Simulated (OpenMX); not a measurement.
## TiTe2 in OpenMX: convergence with ElectronicTemperature

Input of the first run (ElectronicTemperature 3000 K); the others differ in this setting and in those tied to it:

The input TiTe2.dat:

```
System.CurrrentDirectory             ./
System.Name                          TiTe2
DATA.PATH                            ./DFT_DATA13
level.of.stdout                      1
level.of.fileout                     0
Species.Number                       2
<Definition.of.Atomic.Species
  Te  Te7.0-s3p2d2           Te_PBE13
  Ti  Ti7.0-s2p2d1           Ti_PBE13
Definition.of.Atomic.Species>

Atoms.Number                         3
Atoms.SpeciesAndCoordinates.Unit     FRAC
<Atoms.SpeciesAndCoordinates
    1  Te    0.3136020000    0.6487680000    0.7318800000   8.000  8.000
    2  Te    0.6486180000    0.3144680000    0.2819740000   8.000  8.000
    3  Ti    0.0173330000    0.0352680000   -0.0164510000   6.000  6.000
Atoms.SpeciesAndCoordinates>

Atoms.UnitVectors.Unit               Ang
<Atoms.UnitVectors
     3.7770000000    0.0000000000    0.0000000000
    -1.8885000000    3.2709779501    0.0000000000
     0.0000000000    0.0000000000    6.4980000000
Atoms.UnitVectors>

scf.XcType                           GGA-PBE
scf.SpinPolarization                 off
scf.ElectronicTemperature            3000.0
scf.energycutoff                     500.0
scf.maxIter                          100
scf.EigenvalueSolver                 band
scf.Kgrid                            7 7 3
scf.Mixing.Type                      rmm-diisk
scf.Init.Mixing.Weight               0.05
scf.Min.Mixing.Weight                0.001
scf.Max.Mixing.Weight                0.3
scf.Mixing.History                   25
scf.Mixing.StartPulay                8
scf.criterion                        1.0e-8
scf.stress.tensor                    on
MD.Type                              nomd
```

Potentials or basis: OpenMX 2013 PBE set, Te7.0-s3p2d2, Ti7.0-s2p2d1, grid cutoff 500 Ry.

Run with:

```bash
$ openmx TiTe2.dat -nt 1 > TiTe2.std
```

The cell isn't the ideal one: atoms moved at random, drawn with an rms of 0.1 Å.

Hardware: 1 thread of Intel(R) Xeon(R) 6975P-C (Granite Rapids), on a shared host.

Task: The values tried are 3000 K, 2000 K, 1200 K, 800 K, 500 K, 300 K, 150 K, 75 K, loosest first. From which on does the pressure stay within 0.1 GPa of the tightest run that finished?

Result: From 1200 K on.

```csv
ElectronicTemperature,"energy less the tightest run, at zero smearing (meV/atom)",pressure (GPa),largest force (eV/Å),SCF cycles,CPU time (s),peak memory (GiB)
3000 K,5.18,0.36,1.899,19,93,1.1
2000 K,0.79,0.09,1.918,21,98,1.1
1200 K,0.02,0.00,1.912,19,91,1.1
800 K,-0.01,-0.03,1.898,19,91,1.1
500 K,-0.01,-0.03,1.881,19,90,1.1
300 K,-0.04,-0.03,1.866,19,90,1.1
150 K,-0.02,-0.04,1.855,19,90,1.1
75 K,0.00,-0.04,1.850,19,87,1.1
```

Against the tightest run, the energy stays within 1 meV/atom from 2000 K on. Not settled before the last step: the largest force (to 0.005 eV/Å). The tightest run that finished is the yardstick and may itself not be fully converged.

Caveat, for the tightest run too: the transition metal has a single d function, too few for pressures, volumes and moments; the basis of atomic orbitals isn't converged, which shifts pressures, moduli and gaps. Spin-orbit coupling is left out, which matters for the levels of Te.
